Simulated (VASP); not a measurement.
Input of a VASP 6.6.1 run:

INCAR

```
PREC     = Accurate       # precision mode
ENCUT    = 520            # plane-wave cutoff, eV
EDIFF    = 1E-6           # SCF threshold, eV
ISMEAR   = 0              # smearing method
SIGMA    = 0.02           # smearing width, eV
LREAL    = F              # projectors in reciprocal space
LASPH    = T              # aspherical terms in the spheres
NELM     = 80             # most SCF steps
ALGO     = Normal         # electronic algorithm
ISIF     = 2              # what is computed and relaxed
LWAVE    = F              # write WAVECAR
LCHARG   = T              # write CHGCAR
GGA      = PS             # functional
LVHAR    = T
```

File KPOINTS:

```
regular mesh
0
Gamma
  10 10 10
```

File POSCAR:

```
SrO                                     
1.0
   -0.0000000000      2.5662572530      2.5662572530
    2.5662572530      0.0000000000      2.5662572530
    2.5662572530      2.5662572530     -0.0000000000
  Sr              O             
     1     1
Direct
     0.0000000000000000    0.0000000000000000    0.0000000000000000
     0.5000000000000000    0.5000000000000000    0.5000000000000000
```

Potentials or basis: VASP PAW PBE potentials, release 64 (Sr_sv, O).

Launch:

```bash
$ cat potpaw_PBE.64/Sr_sv/POTCAR potpaw_PBE.64/O/POTCAR > POTCAR
$ mpirun -np 1 vasp_std > vasp.out
```

(1) What does it give for the pressure?

(2) Predict the band gap on the k mesh.

Results:

(1) 0.1 GPa.

(2) 3.15 eV, indirect (least direct gap 3.23 eV).

Caveat: the PAW data sets were made with another functional, which shifts forces and pressure a little.
